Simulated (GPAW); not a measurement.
# C K ELNES/XANES of rock-salt (TiC)₁₋ₓ(ZrC)ₓ at x = 1 from DFT

What does the C K edge look like in rock-salt (TiC)₁₋ₓ(ZrC)ₓ at x = 1?

Calculated with GPAW 26.7.0; X-ray absorption from dipole matrix elements to empty bands, plane-wave PAW PBE.

## Step 1: Starting point

It takes space group Fm-3m (No. 225, cubic). Conventional cell: a = 4.700 Å, b = 4.700 Å, c = 4.700 Å, α = 90.00°, β = 90.00°, γ = 90.00°. Nearest to Zr lie 6 C at 2.35 Å. C has 6 Zr at 2.35 Å nearest. 16-atom rock-salt cell, 8 of 8 Ti sites taken by Zr at random, lattice constants typed for the ends and interpolated (Vegard). Farther neighbours are not listed.

Coordinates:

```cif
data_structure
_symmetry_space_group_name_H-M 'Fm-3m'
_symmetry_Int_Tables_number 225
_cell_length_a 4.7000
_cell_length_b 4.7000
_cell_length_c 4.7000
_cell_angle_alpha 90.000
_cell_angle_beta 90.000
_cell_angle_gamma 90.000
_cell_volume 103.82
loop_
_atom_site_label
_atom_site_type_symbol
_atom_site_symmetry_multiplicity
_atom_site_Wyckoff_symbol
_atom_site_fract_x
_atom_site_fract_y
_atom_site_fract_z
_atom_site_occupancy
Zr1 Zr 4 a 0.00000 0.00000 0.00000 1
C1 C 4 b 0.00000 0.00000 0.50000 1
```

## Step 2: The field without a hole

A plain self-consistent run shows whether there is a gap, which decides the set-up of the core-hole run.

scf.py

```python
import numpy as np
from ase import Atoms
from ase.parallel import parprint, paropen
from gpaw import GPAW, PW, FermiDirac, Mixer, MixerDif, setup_paths
from gpaw.test import gen
setup_paths.insert(0, '.')
gen('C', name='nch1s', xcname='PBE', corehole=(1, 0, 0), write_xml=True)
from gpaw.mpi import world
world.barrier()

atoms = Atoms('ZrCZrCZrCZrCZrCZrCZrCZrC',
    cell=[[0, 4.7, 4.7],
     [4.7, 0, 4.7],
     [4.7, 4.7, 0]],
    scaled_positions=[[0, 0, 0],
     [0.75, 0.25, 0.25],
     [0, 0, 0.5],
     [0.75, 0.25, 0.75],
     [0, 0.5, 0],
     [0.75, 0.75, 0.25],
     [1, 0.5, 0.5],
     [0.75, 0.75, 0.75],
     [0.5, 0, 0],
     [0.25, 0.25, 0.25],
     [0.5, 1, 0.5],
     [0.25, 0.25, 0.75],
     [0.5, 0.5, 0],
     [0.25, 0.75, 0.25],
     [0.5, 0.5, 0.5],
     [0.25, 0.75, 0.75]],
    pbc=True)
atoms.calc = calc = GPAW(legacy_gpaw=True, mode=PW(500, force_complex_dtype=True), xc='PBE', setups={1: 'nch1s'},
    kpts={'size': (5, 5, 5), 'gamma': True}, occupations=FermiDirac(0.05),
    charge=0, mixer=Mixer(0.1, 5, 50), maxiter=150,
    convergence={'density': 0.0001, 'eigenstates': 1e-6}, txt='scf.txt')
energy = atoms.get_potential_energy() + calc.get_reference_energy()
ef = calc.get_fermi_level()
out = dict(energy=energy, fermi=ef, forces=atoms.get_forces().tolist())
parprint(f'all-electron energy {energy:.4f} eV, Fermi level {ef:.4f} eV')
ev = np.array([[calc.get_eigenvalues(k, s) for k in range(len(calc.get_ibz_k_points()))] for s in range(calc.get_number_of_spins())])
out['homo'], out['lumo'], out['counts'] = ev[ev < ef].max(), ev[ev > ef].min(), sorted(set((ev < ef).sum((0, 2)).tolist()))
out['filled'] = (ev[:, 0] < ef).sum(1).tolist()
import json
with paropen('out.json', 'w') as f:
    json.dump(out, f)
```

Command:

```bash
OMP_NUM_THREADS=1 mpirun -n 4 gpaw python scf.py
```

Numbers of over 12 decimals in the logs are rounded to 6 here.

Output:

```text
Input parameters:
  convergence: {density: 0.0001,
                eigenstates: 1e-06}
  kpts: {gamma: True,
         size: (5, 5, 5)}
  maxiter: 150
  mixer: {backend: pulay,
          beta: 0.1,
          method: separate,
          nmaxold: 5,
          weight: 50}
  mode: {ecut: 500.0,
         force_complex_dtype: True,
         name: pw}
  occupations: {fixmagmom: False,
                name: fermi-dirac,
                width: 0.05}
  setups: {1: nch1s}
  xc: PBE

Initialize ...

[... PAW data sets ...]

Reference energy: -791369.594879  # eV

Spin-paired calculation

[... convergence settings ...]
Symmetries present (total): 8
  [... symmetry matrices ...]

125 k-points: 5 x 5 x 5 Monkhorst-Pack grid
18 k-points in the irreducible part of the Brillouin zone
       k-points in crystal coordinates                weights
   0:     0.00000000    0.00000000    0.00000000          1/125
   1:     0.00000000    0.20000000    0.20000000          2/125
   2:     0.00000000    0.40000000    0.40000000          2/125
   3:     0.20000000   -0.40000000   -0.40000000          4/125
   4:     0.20000000    0.20000000    0.00000000          4/125
   5:     0.20000000    0.20000000    0.20000000          8/125
   6:     0.20000000    0.40000000   -0.40000000          8/125
   7:     0.20000000    0.40000000    0.20000000          8/125
   8:     0.20000000    0.40000000    0.40000000          8/125
   9:     0.40000000   -0.20000000   -0.40000000          8/125
          ...
  17:     0.40000000    0.40000000    0.40000000          8/125

Wave functions: Plane wave expansion
  Cutoff energy: 500.000 eV
  Number of coefficients (min, max): 5209, 5284
  Pulay-stress correction: 0.000000 eV/Ang^3 (de/decut=0.000000)
  Using FFTW library
  Wavefunction extrapolation:
    Improved wavefunction reuse through dual PAW basis

Occupation numbers: Fermi-Dirac:
  width: 0.0500  # eV

Eigensolver
   Davidson(niter=2)

Densities:
  Coarse grid: 35*35*35 grid
  Fine grid: 70*70*70 grid
  Total Charge: 0.000000

Density mixing:
  Method: separate
  Backend: pulay
  Linear mixing parameter: 0.1
  old densities: 5
  Width of damping distribution: 1.1
  Damping of long wavelength oscillations: 50

[... Hamiltonian set-up ...]
Number of atoms: 16
Number of atomic orbitals: 136
Number of bands in calculation: 81
Number of valence electrons: 128
Bands to converge: occupied

... initialized

Initializing position-dependent things.

Density initialized from atomic densities
Creating initial wave functions:
  81 bands from LCAO basis set

                       Zr    C
                      C    Zr

                       C
                C     Zr   C

              Zr    C
                      C

         Zr   C
             Zr

              Zr
       Zr

Atomic positions and initial magnetic moments

Positions:
   0 Zr     0.000000    0.000000    0.000000    ( 0.0000,  0.0000,  0.0000)
   1 C      2.350000    4.700000    4.700000    ( 0.0000,  0.0000,  0.0000)
   2 Zr     2.350000    2.350000    0.000000    ( 0.0000,  0.0000,  0.0000)
   3 C      4.700000    7.050000    4.700000    ( 0.0000,  0.0000,  0.0000)
   4 Zr     2.350000    0.000000    2.350000    ( 0.0000,  0.0000,  0.0000)
   5 C      4.700000    4.700000    7.050000    ( 0.0000,  0.0000,  0.0000)
   6 Zr     4.700000    7.050000    7.050000    ( 0.0000,  0.0000,  0.0000)
[...]
13 C      4.700000    2.350000    4.700000    ( 0.0000,  0.0000,  0.0000)
  14 Zr     4.700000    4.700000    4.700000    ( 0.0000,  0.0000,  0.0000)
  15 C      7.050000    4.700000    4.700000    ( 0.0000,  0.0000,  0.0000)

Unit cell:
           periodic     x           y           z      points  spacing
  1. axis:    yes    0.000000    4.700000    4.700000    35     0.1551
  2. axis:    yes    4.700000    0.000000    4.700000    35     0.1551
  3. axis:    yes    4.700000    4.700000    0.000000    35     0.1551

  Lengths:   6.646804   6.646804   6.646804
  Angles:   60.000000  60.000000  60.000000

Effective grid spacing dv^(1/3) = 0.1692

iter:   1  -161.331867
iter:   2  -152.681808   -0.45  -0.86
iter:   3  -146.714461   -0.02  -1.00
iter:   4  -146.839865   -1.31  -1.52
iter:   5  -150.410875   -0.57  -1.53
iter:   6  -146.906494   -0.73  -1.23
iter:   7  -146.974815   -2.04  -2.28
iter:   8  -146.987830   -1.69  -2.22
iter:   9  -146.985453c  -2.74  -2.45
iter:  10  -146.971659c  -3.59  -2.43
iter:  11  -146.982729c  -3.59  -2.55
iter:  12  -146.958307c  -2.43  -2.42
iter:  13  -146.957803c  -4.09  -3.22
iter:  14  -146.957859c  -4.75  -3.77
iter:  15  -146.957833c  -5.32  -3.75
iter:  16  -146.957864c  -5.31  -3.97
iter:  17  -146.957850c  -6.53c -4.00c

Converged after 17 iterations.

Dipole moment: (-0.000000, -0.000000, -0.000000) |e|*Ang

Energy contributions relative to reference atoms: (reference = -791369.594879)

Kinetic:       +110.361972
Potential:     -126.116054
External:        +0.000000
XC:            -133.713962
Entropy (-ST):   -0.020080
Local:           +2.520234
SIC:             +0.000000
--------------------------
Free energy:   -146.967890
Extrapolated:  -146.957850

Showing only first 2 kpts
 Kpt  Band  Eigenvalues  Occupancy
  0    62     10.52434    0.56005
  0    63     10.52434    0.56005
  0    64     11.40038    0.00000
  0    65     11.40038    0.00000

  1    62     10.37784    1.75855
  1    63     10.56197    0.30970
  1    64     10.56200    0.30959
  1    65     11.16265    0.00000

Fermi level: 10.47712

No gap
No difference between direct/indirect transitions

Forces in eV/Ang:
  0 Zr   -0.00000    0.00000   -0.00000
  1 C    -0.00006    0.00000   -0.00000
  2 Zr   -0.00000    0.00000    0.00000
  3 C     0.00000    0.00006    0.00000
  4 Zr   -0.00000    0.00000    0.00000
  5 C     0.00000    0.00000    0.00006
  6 Zr    0.00000    0.00000   -0.00000
[...]
13 C     0.00000   -0.00006    0.00000
 14 Zr    0.00000   -0.00000   -0.00000
 15 C     0.00006    0.00000    0.00000
Scalar-relativistic atomic PBE calculation for C (Carbon, Z=6)
Core hole in 1s state (1s occupation: 2.0)
300 radial gridpoints.
|------------------------------------------------|
|------------------------------------------------|
[... the atom generator's iteration count ...]

Energy contributions:
-------------------------
Kinetic:      +37.662629
XC:            -5.078007
Potential:    -70.349262
-------------------------
Total:        -37.764640

state      eigenvalue         ekin         rmax
-----------------------------------------------
1s^2.0 :   -10.046298    15.958807        0.174
2s^2.0 :    -0.505334     1.651367        1.213
2p^2.0 :    -0.194204     1.221141        1.203
-----------------------------------------------
(units: Bohr and Hartree)

Generating PAW setup
Kinetic energy of the core from tauc = 31.932223
Cutoffs:
rc(s)=1.200
rc(p)=1.200
rc(d)=1.200
rc(vbar)=1.080
rc(comp)=1.200
rc(nct)=1.200

Kinetic energy of the core states: 31.917614
Charge: 0.0
Core electrons: 2.0
Valence electrons: 4.0
Pseudo-core charge: 0.031265
Shape function alpha=6.944
Pseudo-electron charge 4.035260
state    eigenvalue         norm
--------------------------------
2s(2) :    -0.505334     1.046026
*s    :     0.494666
2p(2) :    -0.194204     0.955972
*p    :     0.805796
*d    :     0.000000
--------------------------------

Diagonalizing with gridspacing h=0.050

state   all-electron     PAW
-------------------------------
2s:      -0.505334    -0.505970
2p:      -0.194204    -0.194948
*d:                    0.044948
*f:                    0.074429
-------------------------------
all-electron energy -791516.5527 eV, Fermi level 10.4771 eV
```

Wall time 94 s (4 MPI ranks of Arm Neoverse V1, shared host); peak memory 0.37 GiB; 6.3 min of CPU time.

The mesh shows no gap, so the system is treated as a metal and the core electron is put at the Fermi level (neutral cell).

## Step 3: Cell without a hole, the energy reference

The photon energy needs a difference of total energies, so the cell and mesh of the coming hole run are first run without a hole.

scf.py, as its differences from that of step 2:

```diff
@@ -20,3 +20,3 @@
      [0.75, 0.75, 0.25],
-     [1, 0.5, 0.5],
+     [0, 0.5, 0.5],
      [0.75, 0.75, 0.75],
@@ -24,3 +24,3 @@
      [0.25, 0.25, 0.25],
-     [0.5, 1, 0.5],
+     [0.5, 0, 0.5],
      [0.25, 0.25, 0.75],
@@ -32,3 +32,3 @@
 atoms.calc = calc = GPAW(legacy_gpaw=True, mode=PW(500, force_complex_dtype=True), xc='PBE', setups={1: 'nch1s'},
-    kpts={'size': (5, 5, 5), 'gamma': True}, occupations=FermiDirac(0.05),
+    kpts={'size': (4, 4, 4), 'gamma': True}, occupations=FermiDirac(0.1),
     charge=0, mixer=Mixer(0.1, 5, 50), maxiter=150,
```

Output:

```text
Input parameters:
  convergence: {density: 0.0001,
                eigenstates: 1e-06}
  kpts: {gamma: True,
         size: (4, 4, 4)}
  maxiter: 150
  mixer: {backend: pulay,
          beta: 0.1,
          method: separate,
          nmaxold: 5,
          weight: 50}
  mode: {ecut: 500.0,
         force_complex_dtype: True,
         name: pw}
  occupations: {fixmagmom: False,
                name: fermi-dirac,
[...]
2s(2) :    -0.505334     1.046026
*s    :     0.494666
2p(2) :    -0.194204     0.955972
*p    :     0.805796
*d    :     0.000000
--------------------------------

Diagonalizing with gridspacing h=0.050

state   all-electron     PAW
-------------------------------
2s:      -0.505334    -0.505970
2p:      -0.194204    -0.194948
*d:                    0.044948
*f:                    0.074429
-------------------------------
all-electron energy -791516.5522 eV, Fermi level 10.4446 eV
[key lines of the parts left out:]
Converged after 18 iterations.
Dipole moment: (-0.000000, 0.000000, 0.000000) |e|*Ang
Free energy:   -146.997942
Fermi level: 10.44463
```

The job ended after 81 s (4 MPI ranks; peak memory 0.36 GiB; 5.4 min of CPU time).

Reference energy: -791516.552 eV with the cores included.

(Part 1 of 2 ends here.)

[Banner, clock and machine lines of the logs are left out without a mark of their own.]

[Logs are printed without paths, hosts, clocks, repeated set-up lines and the standing remarks that a program may print on its own settings, such as how far it seeks lower states.]

[Hosts, paths, dates, database ids (printed as entryN), source tags and the programs' standing remarks are cut or masked in the printed files.]

[Lists of maxima count a maximum above −3 eV only where it reaches 4 % of the highest in the window and stands out from its surroundings by 2 % of it (1.5 % where it reaches 55 %); shoulders and weaker maxima are passed over, and of the rest the first, up to two pre-edge ones and the few strongest are named.]
